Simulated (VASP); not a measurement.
# Al in VASP: notebook, part 2 of 2

VASP 6.6.1. Earlier steps stand in the parts before.

### 4 Single point, PBE

File INCAR:

```
SYSTEM = Al
PREC = Accurate
ENCUT = 520
EDIFF = 1E-6
ISMEAR = 1
SIGMA = 0.1
LREAL = .FALSE.
LASPH = .TRUE.
NELM = 80
ALGO = Normal
ISIF = 2
LWAVE = .FALSE.
LCHARG = .FALSE.
LDIPOL = .TRUE.
IDIPOL = 3
DIPOL = 0.5 0.5 0.500
GGA = PE
LVHAR = .TRUE.
LVACPOTAV = .TRUE.
ICORELEVEL = 1
```

File KPOINTS:

```
Automatic mesh
0
G
  13 13 1
  0 0 0
```

File POSCAR:

```
Al                                      
1.0
    2.8562036900      0.0000000000      0.0000000000
    0.0000000000      2.8562036900      0.0000000000
    0.0000000000      0.0000000000     19.0392820000
  Al            
     3
Direct
     0.5000000000000000    0.5000000000000000    0.3889255112473047
     0.0000000000000000    0.0000000000000000    0.5000000000000000
     0.5000000000000000    0.5000000000000000    0.6110744887526953
```

Potentials or basis: VASP PAW PBE potentials, release 64 (Al).

Launch:

```sh
$ cat potpaw_PBE.64/Al/POTCAR > POTCAR
$ mpirun -np 1 vasp_std > vasp.out
```

OUTCAR:

```text
SYSTEM = Al
   PREC = Accurate
   ENCUT = 520
   EDIFF = 1E-6
   ISMEAR = 1
   LREAL = .FALSE.
   LASPH = .TRUE.
   NELM = 80
   ISIF = 2
   GGA = PE

 ion  position               nearest neighbor table
   1  0.500  0.500  0.389-   2 2.92   2 2.92   2 2.92   2 2.92
   2  0.000  0.000  0.500-   1 2.92   3 2.92   1 2.92   3 2.92   1 2.92   3 2.92   1 2.92   3 2.92

   3  0.500  0.500  0.611-   2 2.92   2 2.92   2 2.92   2 2.92

  LATTYP: Found a simple tetragonal cell.
 ALAT       =     2.8562036900
 C/A-ratio  =     6.6659398511

  Lattice vectors:

 A1 = (   2.8562036900,   0.0000000000,   0.0000000000)
 A2 = (   0.0000000000,   2.8562036900,   0.0000000000)
 A3 = (   0.0000000000,   0.0000000000,  19.0392820000)

Analysis of symmetry for initial positions (statically):
=====================================================================
 Subroutine PRICEL returns:
 Original cell was already a primitive cell.

 Routine SETGRP: Setting up the symmetry group for a
 simple tetragonal supercell.

 Subroutine GETGRP returns: Found 16 space group operations
 (whereof 16 operations were pure point group operations)
 out of a pool of 16 trial point group operations.

The static configuration has the point symmetry D_4h.

Analysis of symmetry for dynamics (positions and initial velocities):
=====================================================================
 Subroutine PRICEL returns:
 Original cell was already a primitive cell.

 Routine SETGRP: Setting up the symmetry group for a
 simple tetragonal supercell.

 Subroutine GETGRP returns: Found 16 space group operations
 (whereof 16 operations were pure point group operations)
 out of a pool of 16 trial point group operations.

The dynamic configuration has the point symmetry D_4h.

 Subroutine INISYM returns: Found 16 space group operations
 (whereof 16 operations are pure point group operations),
 and found     1 'primitive' translations

----------------------------------------------------------------------------------------

[... 132 lines left out ...]

 dipolmoment           0.000000      0.000000     -0.000000 electrons x Angstroem

 number of electron       9.0000000 magnetization

 dipolmoment           0.000000      0.000000      0.000000 electrons x Angstroem

 Free energy of the ion-electron system (eV)
  ---------------------------------------------------
  ext. energy  EPLUGINS =         0.00000000
  ---------------------------------------------------
  free energy    TOTEN  =       -10.26291160 eV

  energy without entropy =      -10.26264933  energy(sigma->0) =      -10.26282417

 the core state eigenenergies are
   1-  1s  -1506.6823  2s   -103.8366  2p    -65.3019
   2-  1s  -1506.7923  2s   -103.9707  2p    -65.4323
   3-  1s  -1506.6823  2s   -103.8366  2p    -65.3019

 E-fermi :  -0.2992     XC(G=0):  -4.3480

 val. band max:       -0.3279763976   @ k =   0.3846   0.3077   0.0000
 cond. band min:      -0.2154613692   @ k =   0.2308   0.0000   0.0000
 fundamental gap:      0.1125150284
 Fermi energy:        -0.2992440775

 k-point     1 :       0.0000    0.0000    0.0000
  band No.  band energies     occupation
      1     -10.5194      2.00000
      2      -8.4241      2.00000
      3      -5.2898      2.00000
      4      -2.2848      2.00000
      5       1.4598     -0.00000
      6       3.4683      0.00000
      7       3.9528      0.00000
      8       5.5818      0.00000
[... 243 lines left out ...]
 k-point    24 :       0.3846    0.3077    0.0000
  band No.  band energies     occupation
      1      -6.2021      2.00000
      2      -4.1540      2.00000
      3      -2.3021      2.00000
      4      -1.0847      2.00000
      5      -0.3280      1.46476
      6       0.7012     -0.00000
      7       1.7228      0.00000
      8       2.6536      0.00000

 [... further k-points ...]

------------------------ aborting loop because EDIFF is reached ----------------------------------------

  FORCE on cell =-STRESS in cart. coord.  units (eV):
  Direction    XX          YY          ZZ          XY          YZ          ZX
  --------------------------------------------------------------------------------------
  -------------------------------------------------------------------------------------
  Total       -2.3540379     -2.3540379      0.0600027      0.0000000     -0.0000000      0.0000000
  in kB      -24.2825957    -24.2825957      0.6189455      0.0000000     -0.0000000      0.0000000
  external PRESSURE =     -15.9820820 kB  Pullay stress =       0.0000000 kB

 VOLUME and BASIS-vectors are now :
 -----------------------------------------------------------------------------
  energy-cutoff  :      520.00
  volume of cell :      155.32
      direct lattice vectors                 reciprocal lattice vectors
     2.856203690  0.000000000  0.000000000     0.350115086  0.000000000  0.000000000
     0.000000000  2.856203690  0.000000000     0.000000000  0.350115086  0.000000000
     0.000000000  0.000000000 19.039282000     0.000000000  0.000000000  0.052522989

 POSITION                                       TOTAL-FORCE (eV/Angst)
 -----------------------------------------------------------------------------------
      1.42810      1.42810      7.40486         0.000000      0.000000     -0.014516
      0.00000      0.00000      9.51964         0.000000     -0.000000      0.000000
      1.42810      1.42810     11.63442         0.000000      0.000000      0.014516
 -----------------------------------------------------------------------------------
    total drift:                                0.000000     -0.000000      0.000000

  FREE ENERGIE OF THE ION-ELECTRON SYSTEM (eV)
  ---------------------------------------------------
  free  energy   TOTEN  =       -10.2629115951 eV

  energy  without entropy=      -10.2626493264  energy(sigma->0) =      -10.26282417

 vacuum level on the upper side and lower side of the slab         4.061         4.061
```

Wall time 54 s (1 thread of AMD EPYC 7R13 (Zen 3), shared host); peak memory 0.23 GiB.

What came out:

```
Free energy                     : -10.2629 eV
Largest force                   : 0.015 eV/Å
Band gap on the k mesh          : none (metal or under the smearing width)
Work function of the upper face : 4.36 eV
Work function of the lower face : 4.36 eV
```

Forces in eV/Å, atoms in the order of the input:
```
Al   0.000  0.000 -0.015
Al   0.000  0.000  0.000
Al   0.000  0.000  0.015
```

Levels at points of the mesh, in eV from the Fermi level:
```csv
k point,band 1,band 2,band 3,band 4,band 5,band 6,band 7,band 8
"(0.00, 0.00, 0.00)",-10.22,-8.12,-4.99,-1.99,1.76,3.77,4.25,5.88
```

Core levels (eV, on the scale of the bands):
```tsv
atom	levels
1 Al	1s -1506.7, 2s -103.8, 2p -65.3
2 Al	1s -1506.8, 2s -104.0, 2p -65.4
3 Al	1s -1506.7, 2s -103.8, 2p -65.3
```
